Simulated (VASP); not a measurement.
# Cd (Im-3m) in VASP: further runs, part 2 of 2

VASP 6.6.1. Earlier steps stand in the parts before.

## Step 3: Relaxation of the atoms, LDA, spin-orbit coupling, no magnetisation (cell strained at random at fixed volume)

File INCAR:

```
PREC     = Accurate       # precision mode
ENCUT    = 520            # plane-wave cutoff, eV
EDIFF    = 1E-6           # SCF threshold, eV
ISMEAR   = 1              # smearing method
SIGMA    = 0.1            # smearing width, eV
LREAL    = False          # projectors in reciprocal space
LASPH    = True           # aspherical terms in the spheres
NELM     = 100            # most SCF steps
ALGO     = Fast           # electronic algorithm
ISIF     = 2              # what is computed and relaxed
LWAVE    = False          # write WAVECAR
LCHARG   = False          # write CHGCAR
LNONCOLLINEAR= True           # non-collinear magnetism
MAGMOM   = 0 0 0          # initial moments
LORBIT   = 11             # projections on sites
LSORBIT  = True           # spin-orbit coupling
GGA_COMPAT= False        
IBRION   = 2              # ionic algorithm
NSW      = 40             # ionic steps
EDIFFG   = -0.005         # ionic threshold
```

File KPOINTS:

```
regular mesh
0
Gamma
  7 7 7
```

File POSCAR:

```
Cd
3.0987
   -0.573290089392      0.576539193855      0.582190918772
    0.583085164747     -0.571715235421      0.587162035692
    0.563983283312      0.562408752057     -0.577366960338
Cd
1
Direct
   -0.0043660000     -0.0059030000      0.0017480000
```

Potentials or basis: VASP PAW LDA potentials, release 64 (Cd).

The run is started by

```console
cat potpaw_LDA.64/Cd/POTCAR > POTCAR
mpirun -np 1 vasp_ncl > vasp.out
```

Wall time 50 s (1 thread of Intel Xeon 6975P-C (Granite Rapids), shared host); peak memory 0.23 GiB.

The run converged. Its results:

```
Free energy                                           : -1.4499 eV
Pressure after relaxing                               : -5.0 GPa
Valence electrons inside the program's atomic spheres : Cd 10.30
```

Stress tensor (GPa, compression positive):
```
-5.34 -0.15 -0.02
-0.15 -7.38 -0.32
-0.02 -0.32 -2.38
```

Final structure:
```xyz
1
Lattice="-1.7765 1.7865 1.8040 1.8068 -1.7716 1.8194 1.7476 1.7427 -1.7891" Properties=species:S:1:pos:R:3 pbc="T T T"
Cd    0.0305    0.0207    3.6017
```

Caveat: the k mesh is coarse (spacing up to 0.36 Å⁻¹), so the values aren't converged; the relaxation stopped at its first step, so nothing moved.

## Step 4: Relaxation of cell and atoms, PBE

File INCAR:

```
SYSTEM = Cd
  PREC = Accurate
  ENCUT = 600
  EDIFF = 1E-6
  ISMEAR = -1
  SIGMA = 0.05
  LREAL = .FALSE.
  LASPH = .TRUE.
  NELM = 100
  ALGO = Normal
  ISIF = 3
  LWAVE = .FALSE.
  LCHARG = .FALSE.
  GGA = PE
  IBRION = 2
  NSW = 40
  EDIFFG = -0.02
  PSTRESS = 0
```

File KPOINTS:

```
regular mesh
0
G
  10 10 10
  0 0 0
```

File POSCAR:

```
Cd
1.0
   -1.7843220000      1.7843220000      1.7843220000
    1.7843220000     -1.7843220000      1.7843220000
    1.7843220000      1.7843220000     -1.7843220000
Cd
1
Direct
    0.0000000000      0.0000000000      0.0000000000
```

Potentials or basis: VASP PAW PBE potentials, release 64 (Cd).

The run is started by

```console
cat potpaw_PBE.64/Cd/POTCAR > POTCAR
mpirun -np 1 vasp_std > vasp.out
```

Run time: 25 s. Hardware: 1 thread of Intel Xeon Platinum 8259CL at 2.50GHz (Skylake/Cascade Lake), shared host; peak memory 0.17 GiB.

It converged, with:

- Free energy: -0.6965 eV
- Relaxed volume: 23.53 Å³/atom
- Relaxed cell: a = 3.127 Å, b = 3.127 Å, c = 3.127 Å, α = 109.47°, β = 109.47°, γ = 109.47°
- Space group after relaxing (to 0.05 Å): Im-3m (No. 229)
- Energy gained by relaxing: 3.2 meV/atom
- Ionic steps: 3
- Pressure after relaxing: 0.0 GPa
- Band gap on the k mesh: none (metal or under the smearing width)

Step by step:
```csv
step,energy change (eV),largest force (eV/Å),pressure (GPa),volume (Å³)
1,0.0000,0.0000,1.28,22.72
2,-0.0030,0.0000,0.30,23.33
3,-0.0032,0.0000,0.02,23.53
```

Final structure:
```xyz
1
Lattice="-1.8053 1.8053 1.8053 1.8053 -1.8053 1.8053 1.8053 1.8053 -1.8053" Properties=species:S:1:pos:R:3 pbc="T T T"
Cd    0.0000    0.0000    0.0000
```

Levels at points of the mesh, in eV from the Fermi level:
| k point | band 4 | band 5 | band 6 | band 7 | band 8 | band 9 |
| --- | --- | --- | --- | --- | --- | --- |
| (0.00, 0.00, 0.00) | -8.64 | -8.64 | -8.43 | 15.06 | 15.06 | 15.06 |
| (0.50, 0.00, 0.00) | -8.62 | -8.27 | -1.98 | -1.16 | 8.82 | 9.63 |
| (0.50, 0.50, 0.50) | -8.36 | -8.36 | 3.25 | 3.25 | 3.25 | 5.03 |

## Step 5: Relaxation of cell and atoms, PBE

File INCAR:

```
SYSTEM = Cd
ALGO     = Normal         ! electronic algorithm
EDIFF    = 1E-6           ! SCF threshold, eV
EDIFFG   = -0.02          ! ionic threshold
ENCUT    = 600            ! plane-wave cutoff, eV
GGA      = PE             ! functional
IBRION   = 2              ! ionic algorithm
ISIF     = 3              ! what is computed and relaxed
ISMEAR   = -1             ! smearing method
LASPH    = .TRUE.         ! aspherical terms in the spheres
LCHARG   = .FALSE.        ! write CHGCAR
LREAL    = .FALSE.        ! projectors in reciprocal space
LWAVE    = .FALSE.        ! write WAVECAR
NBANDS   = 18             ! bands
NELM     = 100            ! most SCF steps
NELMIN   = 8            
NSW      = 40             ! ionic steps
PREC     = Accurate       ! precision mode
PSTRESS  = 0            
SIGMA    = 0.05           ! smearing width, eV
```

File KPOINTS:

```
k-points
0
G
  10 10 10
  0 0 0
```

POSCAR is that of step 4.

Potentials or basis: VASP PAW PBE potentials, release 64 (Cd).

The run is started by

```console
cat potpaw_PBE.64/Cd/POTCAR > POTCAR
mpirun -np 1 vasp_std > vasp.out
```

OUTCAR:

```text
SYSTEM = Cd
   EDIFF = 1E-6
   EDIFFG = -0.02
   ENCUT = 600
   GGA = PE
   IBRION = 2
   ISIF = 3
   ISMEAR = -1
   LASPH = .TRUE.
   LREAL = .FALSE.
   NELM = 100
   NELMIN = 8
   NSW = 40
   PREC = Accurate
   PSTRESS = 0

 ion  position               nearest neighbor table
   1  0.000  0.000  0.000-

  LATTYP: Found a body centered cubic cell.
 ALAT       =     3.5686440000

  Lattice vectors:

 A1 = (  -1.7843220000,   1.7843220000,   1.7843220000)
 A2 = (   1.7843220000,  -1.7843220000,   1.7843220000)
 A3 = (   1.7843220000,   1.7843220000,  -1.7843220000)

Analysis of symmetry for initial positions (statically):
[... 249 lines left out ...]
  ---------------------------------------------------
  free energy    TOTEN  =        -0.69647105 eV

  energy without entropy =       -0.69091058  energy(sigma->0) =       -0.69369082

 E-fermi :   2.4996     XC(G=0): -10.5917

 val. band max:        2.4105107382   @ k =  -0.4000  -0.4000   0.1000
 cond. band min:       2.5165891917   @ k =  -0.4000   0.4000   0.4000
 fundamental gap:      0.1060784536
 Fermi energy:         2.4996446792

 k-point     1 :       0.0000    0.0000    0.0000
  band No.  band energies     occupation
      1      -6.6998      2.00000
      2      -6.6998      2.00000
      3      -6.6998      2.00000
      4      -6.1422      2.00000
      5      -6.1422      2.00000
      6      -5.9235      2.00000
[... 481 lines left out ...]
      5      -6.1251      2.00000
      6      -3.1590      2.00000
[... 10 lines left out ...]
     17      29.8840      0.00000
     18      31.8616      0.00000

 [... further k-points ...]

------------------------ aborting loop because EDIFF is reached ----------------------------------------

  FORCE on cell =-STRESS in cart. coord.  units (eV):
  Direction    XX          YY          ZZ          XY          YZ          ZX
  --------------------------------------------------------------------------------------
  -------------------------------------------------------------------------------------
  Total       -0.0007790     -0.0007790     -0.0007790      0.0000000      0.0000000     -0.0000000
  in kB       -0.0530186     -0.0530186     -0.0530186      0.0000000      0.0000000     -0.0000000
  external PRESSURE =      -0.0530186 kB  Pullay stress =       0.0000000 kB
[... 16 lines left out ...]
  FREE ENERGIE OF THE ION-ELECTRON SYSTEM (eV)
  ---------------------------------------------------
  free  energy   TOTEN  =        -0.6964710536 eV

  energy  without entropy=       -0.6909105819  energy(sigma->0) =       -0.69369082

 reached required accuracy - stopping structural energy minimisation
```

CONTCAR:

```text
Cd
   1.00000000000000
    -1.8054664489195551    1.8054664489195551    1.8054664489195551
     1.8054664489195551   -1.8054664489195551    1.8054664489195551
     1.8054664489195551    1.8054664489195551   -1.8054664489195551
  Cd
     1
Direct
     0.0000000000000000    0.0000000000000000    0.0000000000000000

  0.00000000E+00  0.00000000E+00  0.00000000E+00
```

Wall time 43 s (1 thread of Intel Xeon Platinum 8259CL at 2.50GHz (Skylake/Cascade Lake), shared host); peak memory 0.17 GiB.

What came out:

```yaml
Free_energy: -0.6965 eV
Relaxed_volume: 23.54 Å³/atom
Relaxed_cell: a = 3.127 Å, b = 3.127 Å, c = 3.127 Å, α = 109.47°, β = 109.47°, γ = 109.47°
Space_group_after_relaxing_to_0.05_Å: Im-3m (No. 229)
Energy_gained_by_relaxing: 3.2 meV/atom
Ionic_steps: 3
Pressure_after_relaxing: 0.0 GPa
Band_gap_on_the_k_mesh: none (metal or under the smearing width)
```

The path:
| step | energy change (eV) | largest force (eV/Å) | pressure (GPa) | volume (Å³) |
| --- | --- | --- | --- | --- |
| 1 | 0.0000 | 0.0000 | 1.28 | 22.72 |
| 2 | -0.0030 | 0.0000 | 0.31 | 23.33 |
| 3 | -0.0032 | 0.0000 | -0.01 | 23.54 |

Final structure:
```
Cd
1.0
    -1.80547    1.80547    1.80547
     1.80547   -1.80547    1.80547
     1.80547    1.80547   -1.80547
Cd
1
Direct
  0.00000 0.00000 0.00000
```

## Step 6: The runs side by side

```csv
task,level,potentials or basis,spin,cell,k mesh,cutoff (eV),smearing,other keys,mesh quality,gap on the mesh (eV),pressure (GPa),relaxed volume (Å³/atom)
relaxation of cell and atoms,rev-vdW-DF2,"VASP PAW PBE potentials, release 64 (Cd)",off,relaxed,10 × 10 × 10,600,fermi-dirac 0.05 eV,-,not flagged,none,0.0,22.62
relaxation of the atoms,LDA,"VASP PAW LDA potentials, release 64 (Cd)","SOC, no magnetisation",atoms relaxed from: cell strained at random at fixed volume,7 × 7 × 7,520,methfessel-paxton 0.1 eV,-,coarse,-,-5.0,-
relaxation of cell and atoms,PBE,"VASP PAW PBE potentials, release 64 (Cd)",off,relaxed,10 × 10 × 10,600,fermi-dirac 0.05 eV,-,not flagged,none,0.0,23.53
relaxation of cell and atoms,PBE,"VASP PAW PBE potentials, release 64 (Cd)",off,relaxed,10 × 10 × 10,600,fermi-dirac 0.05 eV,NELMIN = 8; NBANDS = 18,not flagged,none,0.0,23.54
```

Caveats: some runs use coarse meshes; the PAW data sets were made with another functional, which shifts forces and pressure a little (some runs); the relaxation stopped at its first step, so nothing moved (some runs).

Absolute energies hang on the potentials; compare differences alone.
